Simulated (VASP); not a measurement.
From an Ansatz input to VASP: BaF2 (strained fluorite)

Ansatz input

```yaml
crystal:
  lattice:
    - [0.0, 3.0352204964, 3.0352204964]
    - [3.0352204964, 0.0, 3.0352204964]
    - [3.0352204964, 3.0352204964, 0.0]
  atoms:
    - { symbol: Ba, position: [0.0, 0.0, 0.0] }
    - { symbol: F, position: [0.25, 0.25, 0.25] }
    - { symbol: F, position: [0.75, 0.75, 0.75] }
kpoints:
  mp_grid: { grid: [8, 8, 8] }
  band_path:
    path:
      - [0.0, 0.0, 0.0]
      - [0.5, 0.0, 0.5]
      - [0.625, 0.25, 0.625]
      - [0.375, 0.375, 0.75]
      - [0.5, 0.5, 0.5]
      - [0.5, 0.25, 0.75]
      - [0.0, 0.239583, -0.239583]
    npoints: 1
hamiltonian:
  xc: pbe
scf:
  occupations: { method: fermi_dirac, width: 0.02 }
  n_extra_bands: 4
output:
  forces: true
  stress: true
  eigenvalues: true
  write_density: true
  write_potential: true
  elf: true
  volumetric_format: npy
```

Translate this input to VASP.



INCAR

```
ISIF = 2
LASPH = .TRUE.
NSW = 0
LWAVE = .FALSE.
SIGMA = 0.02
GGA = PE
LELF = .TRUE.
IBRION = -1
NELM = 120
LREAL = .FALSE.
EDIFF = 1E-7
NBANDS = 19
LCHARG = .TRUE.
ISMEAR = -1
ENCUT = 520
PREC = Accurate
```

KPOINTS

```
KPOINTS created by Atomic Simulation Environment
0
Gamma
8 8 8
0 0 0
```

KPOINTS_OPT

```
special points
7
Reciprocal
0.0000000000 0.0000000000 0.0000000000 1
0.5000000000 0.0000000000 0.5000000000 1
0.6250000000 0.2500000000 0.6250000000 1
0.3750000000 0.3750000000 0.7500000000 1
0.5000000000 0.5000000000 0.5000000000 1
0.5000000000 0.2500000000 0.7500000000 1
0.0000000000 0.2395830000 -0.2395830000 1
```

POSCAR

```
Ba F
 1.0000000000000000
     0.0000000000000000    3.0352204964000000    3.0352204964000000
     3.0352204964000000    0.0000000000000000    3.0352204964000000
     3.0352204964000000    3.0352204964000000    0.0000000000000000
 Ba  F
   1   2
Cartesian
  0.0000000000000000  0.0000000000000000  0.0000000000000000
  1.5176102481999998  1.5176102481999998  1.5176102481999998
  4.5528307445999996  4.5528307445999996  4.5528307445999996
```

VASP ran with the recommended PBE PAW datasets (24 valence electrons in the cell). Other inputs would serve too.

```tsv
	Ansatz	VASP
gap between bands v and c	7.11 eV	7.03 eV
least direct gap	7.25 eV	7.15 eV
pressure	5.7 GPa	7.1 GPa
```

The two codes use different PAW datasets and cutoffs. VASP's cell holds 24 valence electrons and Ansatz's 24. Ansatz's stress includes a Pulay correction; VASP's doesn't.
